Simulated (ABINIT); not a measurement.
# SiC (Moissanite) (P6_3mc) in ABINIT: notebook

Aim: see how the results for SiC (Moissanite) move with the level of theory and the settings. Levels: LDA, PBEsol, PBE. Tasks: single point.

All numbers are computed with ABINIT 10.8.3 (patched build); they aren't measurements. Logs are shortened: lines on timing, memory, paths and dates and some standing lists are left out, and cuts for length are marked. The log counts tension as positive stress, the text compression.

## (1) Starting point

The structure is hexagonal, space group P6_3mc (No. 186). The conventional cell has a = 3.076 Å, b = 3.076 Å, c = 5.048 Å, α = 90.00°, β = 90.00°, γ = 120.00°. Si (site symmetry 3m) is surrounded by 4 C at 1.87 to 1.94 Å. C (site symmetry 3m) is surrounded by 4 Si at 1.87 to 1.94 Å.

## (2) Single point, LDA (cell relaxed)

run.abi reads:

```
# Pseudopotentials
pp_dirpath "./"
pseudos "Si.upf, C.upf"

# Structure
acell 3*1.0 Angstrom
rprim
     3.0542038300     0.0000000000     0.0000000000
    -1.5271019100     2.6450181000     0.0000000000
     0.0000000000     0.0000000000     5.0121493300
ntypat 2
znucl 14 6
natom 4
typat 1 1 2 2
xred
     0.6666666700     0.3333333300     0.5045817800
     0.3333333300     0.6666666700     0.0045817800
     0.6666666700     0.3333333300     0.8804182200
     0.3333333300     0.6666666700     0.3804182200
chkprim 0
chksymtnons 0
tolsym 1.0e-6

# Plane-wave basis
ecut 41.0

# k points
kptopt 1
ngkpt 8 8 4
nshiftk 1
shiftk 0.0 0.0 0.0

# Exchange and correlation
ixc 7

# Bands and occupations
nband 12
occopt 3
tsmear 0.05 eV

# SCF cycle
nstep 100
tolvrs 1.0e-10

# Output
iomode 3
prtwf 0
prtden 0
prteig 0
prtebands 0
enunit 2
```

Potentials or basis: PseudoDojo NC SR LDA v0.4.1 standard.

The run is started by

```bash
abinit run.abi > log 2>&1
```

run.abo:

```text
.Version 10.8.3 of ABINIT
 Symmetries : space group P6_3 m c (#186); Bravais hP (primitive hexag.)
================================================================================
 Values of the parameters that define the memory need of the present run
     intxc =       0    ionmov =       0      iscf =       7    lmnmax =       6
     lnmax =       6     mgfft =      60  mpssoang =       3    mqgrid =    3001
     natom =       4  nloc_mem =       1    nspden =       1   nspinor =       1
    nsppol =       1      nsym =      12    n1xccc =    2501    ntypat =       2
    occopt =       3   xclevel =       1
       mpw =        3448          nfft =       77760          nkpt =          30
================================================================================
================================================================================

--------------------------------------------------------------------------------
------------- Echo of variables that govern the present computation ------------
--------------------------------------------------------------------------------
 -outvars: echo values of preprocessed input variables --------
            acell      1.8897261259E+00  1.8897261259E+00  1.8897261259E+00 Bohr
              amu      2.80855000E+01  1.20110000E+01
          chkprim           0
      chksymtnons           0
             ecut      4.10000000E+01 Hartree
           enunit           2
              ixc           7
         kptrlatt        8    0    0      0    8    0      0    0    4
          kptrlen      3.78863581E+01
            natom           4
            nband          12
            ngfft          36      36      60
             nkpt          30
            nstep         100
             nsym          12
           ntypat           2
           occopt           3
           prtden           0
        prtebands           0
           prteig           0
            prtwf           0
            rprim      3.0542038300E+00  0.0000000000E+00  0.0000000000E+00
                      -1.5271019100E+00  2.6450181000E+00  0.0000000000E+00
                       0.0000000000E+00  0.0000000000E+00  5.0121493300E+00
          spgroup         186
           tolsym      1.00000000E-06
           tolvrs      1.00000000E-10
           tsmear      1.83746611E-03 Hartree
            typat      1  1  2  2
           xangst      1.5271019167E+00  8.8167270000E-01  2.5290392306E+00
                       3.3333339513E-09  1.7633454000E+00  2.2964565557E-02
                       1.5271019167E+00  8.8167270000E-01  4.4127875915E+00
                       3.3333339513E-09  1.7633454000E+00  1.9067129265E+00
            xcart      2.8858043888E+00  1.6661199357E+00  4.7791915074E+00
                       6.2990882542E-09  3.3322398714E+00  4.3396739504E-02
                       2.8858043888E+00  1.6661199357E+00  8.3389599997E+00
                       6.2990882542E-09  3.3322398714E+00  3.6031652318E+00
             xred      6.6666666667E-01  3.3333333333E-01  5.0458178000E-01
                       3.3333333333E-01  6.6666666667E-01  4.5817800000E-03
                       6.6666666667E-01  3.3333333333E-01  8.8041822000E-01
                       3.3333333333E-01  6.6666666667E-01  3.8041822000E-01
            znucl       14.00000    6.00000

================================================================================

 chkinp: Checking input parameters for consistency.

================================================================================
== DATASET  1 ==================================================================

--- !DatasetInfo
iteration_state: {dtset: 1, }
dimensions: {natom: 4, nkpt: 30, mband: 12, nsppol: 1, nspinor: 1, nspden: 1, mpw: 3448, }
cutoff_energies: {ecut:  41.0, pawecutdg:  -1.0, }
electrons: {nelect:   1.60000000E+01, charge:   0.00000000E+00, occopt:   3.00000000E+00, tsmear:   1.83746611E-03, }
meta: {optdriver: 0, ionmov: 0, optcell: 0, iscf: 7, paral_kgb: 0, }
...

 Exchange-correlation functional for the present dataset will be:
  LDA: Perdew-Wang 92 LSD fit to Ceperley-Alder data - ixc=7
  J.P.Perdew and Y.Wang, PRB 45, 13244 (1992)

 Real(R)+Recip(G) space primitive vectors, cartesian coordinates (Bohr,Bohr^-1):
 R(1)=  5.7716088  0.0000000  0.0000000  G(1)=  0.1732619  0.1000328  0.0000000
 R(2)= -2.8858044  4.9983598  0.0000000  G(2)=  0.0000000  0.2000656  0.0000000
 R(3)=  0.0000000  0.0000000  9.4715895  G(3)=  0.0000000  0.0000000  0.1055789
 Unit cell volume ucvol=  2.7324188E+02 bohr^3
 Angles (23,13,12)=  9.00000000E+01  9.00000000E+01  1.20000000E+02 degrees

 getcut: wavevector=  0.0000  0.0000  0.0000  ngfft=  36  36  60
         ecut(hartree)=     41.000   => boxcut(ratio)=   2.16396

--- Pseudopotential description ------------------------------------------------
- pspini: atom type   1  psp file is ./Si.upf
12 -1012 2 -1 1510                            pspcod,pspxc,lmax,lloc,mmax
     nproj     2     2     2

- pspini: atom type   2  psp file is ./C.upf
12 -1012 1 -1 1234                            pspcod,pspxc,lmax,lloc,mmax
     nproj     2     2     0

   3.52674228E+02                                ecore*ucvol(ha*bohr**3)
--------------------------------------------------------------------------------

================================================================================

--- !BeginCycle
iteration_state: {dtset: 1, }
solver: {iscf: 7, nstep: 100, nline: 4, wfoptalg: 0, }
tolerances: {tolvrs: 1.00E-10, }
...

     iter   Etot(hartree)      deltaE(h)  residm     vres2
 ETOT  1  -20.419440202283    -2.042E+01 3.791E-02 9.710E+02
 ETOT  2  -20.542910888530    -1.235E-01 6.791E-02 4.184E+02
 ETOT  3  -20.633149437336    -9.024E-02 6.132E-03 4.340E-01
 ETOT  4  -20.633262359928    -1.129E-04 1.329E-03 8.082E-03
 ETOT  5  -20.633263430599    -1.071E-06 4.214E-04 1.885E-04
 ETOT  6  -20.633263454112    -2.351E-08 1.180E-03 5.557E-06
 ETOT  7  -20.633263455185    -1.073E-09 2.860E-04 8.612E-08
 ETOT  8  -20.633263455201    -1.632E-11 7.339E-04 3.752E-09
 ETOT  9  -20.633263455202    -8.313E-13 1.500E-04 7.085E-11

 At SCF step    9       vres2   =  7.08E-11 < tolvrs=  1.00E-10 =>converged.

 Cartesian components of stress tensor (hartree/bohr^3)
  sigma(1 1)=  2.74260870E-06  sigma(3 2)=  0.00000000E+00
  sigma(2 2)=  2.74262699E-06  sigma(3 1)=  0.00000000E+00
  sigma(3 3)=  2.62816111E-06  sigma(2 1)= -8.93454806E-12

--- !ResultsGS
iteration_state: {dtset: 1, }
comment   : Summary of ground state results
lattice_vectors:
- [  5.7716088,   0.0000000,   0.0000000, ]
- [ -2.8858044,   4.9983598,   0.0000000, ]
- [  0.0000000,   0.0000000,   9.4715895, ]
lattice_lengths: [   5.77161,    5.77161,    9.47159, ]
lattice_angles: [ 90.000,  90.000, 120.000, ] # degrees, (23, 13, 12)
lattice_volume:   2.7324188E+02
convergence: {deltae: -8.313E-13, res2:  7.085E-11, residm:  1.500E-04, diffor: null, }
etotal    :  -2.06332635E+01
entropy   :   0.00000000E+00
fermie    :   3.18296993E-01
cartesian_stress_tensor: # hartree/bohr^3
- [  2.74260870E-06,  -8.93454806E-12,   0.00000000E+00, ]
- [ -8.93454806E-12,   2.74262699E-06,   0.00000000E+00, ]
- [  0.00000000E+00,   0.00000000E+00,   2.62816111E-06, ]
pressure_GPa:  -7.9568E-02
xred      :
- [  6.6667E-01,   3.3333E-01,   5.0458E-01, Si]
- [  3.3333E-01,   6.6667E-01,   4.5818E-03, Si]
- [  6.6667E-01,   3.3333E-01,   8.8042E-01,  C]
- [  3.3333E-01,   6.6667E-01,   3.8042E-01,  C]
cartesian_forces: # hartree/bohr
- [  8.95743117E-27,   5.17157529E-27,   4.23519497E-07, ]
- [ -2.98581039E-27,  -1.72385843E-27,   4.23519497E-07, ]
- [  8.95743117E-27,  -6.37827621E-26,  -4.23519497E-07, ]
- [ -1.49290519E-26,   6.03350452E-26,  -4.23519497E-07, ]
force_length_stats: {min:   4.23519497E-07, max:   4.23519497E-07, mean:   4.23519497E-07, }
...

 Integrated electronic density in atomic spheres:
 ------------------------------------------------
 Atom  Sphere_radius  Integrated_density
    1        2.00000          1.98508551
    2        2.00000          1.98508551
    3        2.00000          4.26579403
    4        2.00000          4.26579403
================================================================================

 ----iterations are completed or convergence reached----

 Mean square residual over all n,k,spin=   13.965E-07; max=  14.999E-05
 reduced coordinates (array xred) for    4 atoms
       0.666666666667      0.333333333333      0.504581780000
       0.333333333333      0.666666666667      0.004581780000
       0.666666666667      0.333333333333      0.880418220000
       0.333333333333      0.666666666667      0.380418220000
 rms dE/dt=  2.3161E-06; max dE/dt=  3.9708E-06; dE/dt below (all hartree)
    1      -0.000000000000      0.000000000000     -0.000004052043
    2       0.000000000000      0.000000000000     -0.000004052043
    3      -0.000000000000      0.000000000000      0.000003970763
    4       0.000000000000     -0.000000000000      0.000003970763

 cartesian coordinates (angstrom) at end:
    1      1.52710191666667     0.88167270000000     2.52903923055721
    2      0.00000000333333     1.76334540000000     0.02296456555721
    3      1.52710191666667     0.88167270000000     4.41278759149279
    4      0.00000000333333     1.76334540000000     1.90671292649279

 cartesian forces (hartree/bohr) at end:
    1      0.00000000000000     0.00000000000000     0.00000042351950
    2     -0.00000000000000    -0.00000000000000     0.00000042351950
    3      0.00000000000000    -0.00000000000000    -0.00000042351950
    4     -0.00000000000000     0.00000000000000    -0.00000042351950
 frms,max,avg= 2.4451910E-07 4.2351950E-07   0.000E+00  0.000E+00  4.291E-09 h/b

 cartesian forces (eV/Angstrom) at end:
    1      0.00000000000000     0.00000000000000     0.00002177824819
    2     -0.00000000000000    -0.00000000000000     0.00002177824819
    3      0.00000000000000    -0.00000000000000    -0.00002177824819
    4     -0.00000000000000     0.00000000000000    -0.00002177824819
 frms,max,avg= 1.2573677E-05 2.1778248E-05   0.000E+00  0.000E+00  2.206E-07 e/A
 length scales=  1.889726125908  1.889726125908  1.889726125908 bohr
              =  1.000000000000  1.000000000000  1.000000000000 angstroms
 Fermi (or HOMO) energy (hartree) =   0.31830   Average Vxc (hartree)=  -0.42445
 Eigenvalues (hartree) for nkpt=  30  k points:
 kpt#   1, nband= 12, wtk=  0.00391, kpt=  0.0000  0.0000  0.0000 (reduced coord)
  -0.30055   -0.16474   -0.05015    0.22602    0.22602    0.27072    0.27489    0.27489
   0.45651    0.51174    0.52086    0.52086
      occupation numbers for kpt#   1
   2.00000    2.00000    2.00000    2.00000    2.00000    2.00000    2.00000    2.00000
   0.00000    0.00000    0.00000    0.00000
 prteigrs : prtvol=0 or 1, do not print more k-points.

 Fermi (or HOMO) energy (eV) =   8.66130   Average Vxc (eV)= -11.54991
 Eigenvalues (   eV  ) for nkpt=  30  k points:
 kpt#   1, nband= 12, wtk=  0.00391, kpt=  0.0000  0.0000  0.0000 (reduced coord)
  -8.17849   -4.48282   -1.36476    6.15035    6.15035    7.36670    7.48012    7.48012
  12.42231   13.92529   14.17339   14.17339
 prteigrs : prtvol=0 or 1, do not print more k-points.

--- !EnergyTerms
iteration_state     : {dtset: 1, }
comment             : Components of total free energy in Hartree
kinetic             :  1.19494131037832E+01
hartree             :  2.32900499872750E+00
xc                  : -7.59277214955180E+00
Ewald energy        : -2.10535526051298E+01
psp_core            :  1.29070340109365E+00
local_psp           : -8.14153703642852E+00
non_local_psp       :  5.85476832303834E-01
internal            : -2.06332634552019E+01
'-kT*entropy'       : -9.90296378295477E-14
total_energy        : -2.06332634552020E+01
total_energy_eV     : -5.61459701394587E+02
band_energy         :  8.30151894287695E-01
...

 Cartesian components of stress tensor (hartree/bohr^3)
  sigma(1 1)=  2.74260870E-06  sigma(3 2)=  0.00000000E+00
  sigma(2 2)=  2.74262699E-06  sigma(3 1)=  0.00000000E+00
  sigma(3 3)=  2.62816111E-06  sigma(2 1)= -8.93454806E-12

-Cartesian components of stress tensor (GPa)         [Pressure= -7.9568E-02 GPa]
- sigma(1 1)=  8.06903339E-02  sigma(3 2)=  0.00000000E+00
- sigma(2 2)=  8.06908718E-02  sigma(3 1)=  0.00000000E+00
- sigma(3 3)=  7.73231695E-02  sigma(2 1)= -2.62863479E-07

== END DATASET(S) ==============================================================
================================================================================

 -outvars: echo values of variables after computation  --------
            acell      1.8897261259E+00  1.8897261259E+00  1.8897261259E+00 Bohr
           etotal     -2.0633263455E+01
            fcart      8.9574311656E-27  5.1715752878E-27  4.2351949750E-07
                      -2.9858103885E-27 -1.7238584293E-27  4.2351949750E-07
                       8.9574311656E-27 -6.3782762108E-26 -4.2351949750E-07
                      -1.4929051943E-26  6.0335045250E-26 -4.2351949750E-07
            rprim      3.0542038300E+00  0.0000000000E+00  0.0000000000E+00
                      -1.5271019100E+00  2.6450181000E+00  0.0000000000E+00
                       0.0000000000E+00  0.0000000000E+00  5.0121493300E+00
           strten      2.7426087040E-06  2.7426269867E-06  2.6281611140E-06
                       0.0000000000E+00  0.0000000000E+00 -8.9345480568E-12
           xangst      1.5271019167E+00  8.8167270000E-01  2.5290392306E+00
                       3.3333339513E-09  1.7633454000E+00  2.2964565557E-02
                       1.5271019167E+00  8.8167270000E-01  4.4127875915E+00
                       3.3333339513E-09  1.7633454000E+00  1.9067129265E+00
             xred      6.6666666667E-01  3.3333333333E-01  5.0458178000E-01
                       3.3333333333E-01  6.6666666667E-01  4.5817800000E-03
                       6.6666666667E-01  3.3333333333E-01  8.8041822000E-01
                       3.3333333333E-01  6.6666666667E-01  3.8041822000E-01
 Calculation completed.
```

Wall time 29 s (1 thread of Intel Xeon Platinum 8488C (Sapphire Rapids), shared host); peak memory 0.09 GiB.

Results:

```
Free energy                                           : -561.4597 eV
Pressure                                              : -0.1 GPa
Band gap on the k mesh                                : 2.40 eV, indirect (least direct gap 3.94 eV)
Valence electrons inside the program's atomic spheres : Si 1.99; C 4.27
```

Levels at points of the mesh, in eV from the valence-band top:
| k point | band 6 | band 7 | band 8 | band 9 | band 10 | band 11 |
| --- | --- | --- | --- | --- | --- | --- |
| (0.00, 0.00, 0.00) | -0.11 | 0.00 | 0.00 | 4.94 | 6.45 | 6.69 |
| (0.50, 0.00, 0.00) | -3.37 | -3.37 | -1.21 | 2.73 | 4.18 | 6.98 |
| (0.00, 0.00, 0.50) | -0.72 | -0.72 | -0.72 | 6.02 | 6.02 | 7.38 |
| (0.50, 0.00, 0.50) | -2.48 | -2.35 | -2.35 | 3.28 | 3.28 | 5.26 |

## (3) Single point, PBEsol

run.abi reads:

```
# Pseudopotentials
pp_dirpath "./"
pseudos "Si.upf, C.upf"

# Structure
acell 3.076 3.076 5.048 Angstrom
rprim
     1.0000000000     0.0000000000     0.0000000000
    -0.5000000000     0.8660254038     0.0000000000
     0.0000000000     0.0000000000     1.0000000000
ntypat 2
znucl 14 6
natom 4
typat 1 1 2 2
xred
     0.6666666667     0.3333333333     0.5000000000
     0.3333333333     0.6666666667     0.0000000000
     0.6666666667     0.3333333333     0.8850000000
     0.3333333333     0.6666666667     0.3850000000

# Plane-wave basis
ecut 37.0

# k points
kptopt 1
ngkpt 8 8 4
nshiftk 1
shiftk 0.0 0.0 0.0

# Exchange and correlation
ixc -116133

# Bands and occupations
nband 12
occopt 3
tsmear 0.05 eV

# SCF cycle
nstep 100
tolvrs 1.0e-10

# Output
iomode 3
prtwf 0
prteig 0
prtebands 0
prtden 1
prtvha 1
prtvclmb 1
prtpot 1
prtelf 1
```

Potentials or basis: PseudoDojo NC SR PBEsol v0.4.1 standard.

The run is started by

```bash
abinit run.abi > log 2>&1
```

run.abo:

```text
.Version 10.8.3 of ABINIT
 Symmetries : space group P6_3 m c (#186); Bravais hP (primitive hexag.)
================================================================================
 Values of the parameters that define the memory need of the present run
     intxc =       0    ionmov =       0      iscf =       7    lmnmax =       6
     lnmax =       6     mgfft =      54  mpssoang =       3    mqgrid =    3001
     natom =       4  nloc_mem =       1    nspden =       1   nspinor =       1
    nsppol =       1      nsym =      12    n1xccc =    2501    ntypat =       2
    occopt =       3   xclevel =       2
       mpw =        3024          nfft =       55296          nkpt =          30
================================================================================
================================================================================

--------------------------------------------------------------------------------
------------- Echo of variables that govern the present computation ------------
--------------------------------------------------------------------------------
 -outvars: echo values of preprocessed input variables --------
            acell      5.8127975633E+00  5.8127975633E+00  9.5393374836E+00 Bohr
              amu      2.80855000E+01  1.20110000E+01
             ecut      3.70000000E+01 Hartree
              ixc     -116133
         kptrlatt        8    0    0      0    8    0      0    0    4
          kptrlen      3.81573499E+01
            natom           4
            nband          12
            ngfft          32      32      54
[... 209 lines left out ...]
total_energy_eV     : -5.58113023175633E+02
band_energy         :  6.72775733512831E-01
...

 Cartesian components of stress tensor (hartree/bohr^3)
  sigma(1 1)= -5.89117823E-05  sigma(3 2)=  0.00000000E+00
  sigma(2 2)= -5.89117825E-05  sigma(3 1)=  0.00000000E+00
  sigma(3 3)=  1.10715216E-04  sigma(2 1)=  0.00000000E+00

-Cartesian components of stress tensor (GPa)         [Pressure=  6.9712E-02 GPa]
- sigma(1 1)= -1.73324448E+00  sigma(3 2)=  0.00000000E+00
- sigma(2 2)= -1.73324448E+00  sigma(3 1)=  0.00000000E+00
- sigma(3 3)=  3.25735412E+00  sigma(2 1)=  0.00000000E+00

== END DATASET(S) ==============================================================
================================================================================

 -outvars: echo values of variables after computation  --------
            acell      5.8127975633E+00  5.8127975633E+00  9.5393374836E+00 Bohr
           etotal     -2.0510275299E+01
            fcart     -1.8529083071E-28 -1.0697771099E-28  1.4647816156E-02
                       1.8529083071E-28  1.0697771099E-28  1.4647816156E-02
                      -3.7058166142E-28 -2.1395542198E-28 -1.4647816156E-02
                       3.7058166142E-28  2.1395542198E-28 -1.4647816156E-02
            rprim      1.0000000000E+00  0.0000000000E+00  0.0000000000E+00
                      -5.0000000000E-01  8.6602540380E-01  0.0000000000E+00
                       0.0000000000E+00  0.0000000000E+00  1.0000000000E+00
           strten     -5.8911782343E-05 -5.8911782521E-05  1.1071521633E-04
                       0.0000000000E+00  0.0000000000E+00  0.0000000000E+00
           xangst      1.5380000000E+00  8.8796471403E-01  2.5240000000E+00
                      -1.8850275337E-16  1.7759294281E+00  0.0000000000E+00
                       1.5380000000E+00  8.8796471403E-01  4.4674800000E+00
                      -1.8850275337E-16  1.7759294281E+00  1.9434800000E+00
             xred      6.6666666667E-01  3.3333333333E-01  5.0000000000E-01
                       3.3333333333E-01  6.6666666667E-01  0.0000000000E+00
                       6.6666666667E-01  3.3333333333E-01  8.8500000000E-01
                       3.3333333333E-01  6.6666666667E-01  3.8500000000E-01
 Calculation completed.
```

It took 27 s on 1 thread of Intel Xeon at 2.70GHz, shared host; peak memory 0.08 GiB.

Results:

| Item | Value |
| --- | --- |
| Free energy | -558.1130 eV |
| Pressure | 0.1 GPa |
| Largest force | 0.753 eV/Å |
| Band gap on the k mesh | 2.43 eV, indirect (least direct gap 3.96 eV) |
| Valence electrons inside the program's atomic spheres | Si 1.95; C 4.23 |

Forces on the atoms (eV/Å):
```
Si   0.000  0.000  0.753
Si   0.000  0.000  0.753
C    0.000  0.000 -0.753
C    0.000  0.000 -0.753
```

Stress tensor (GPa, compression positive):
```
 1.73  0.00  0.00
 0.00  1.73  0.00
 0.00  0.00 -3.26
```

(Continued in part 2 of 2.)
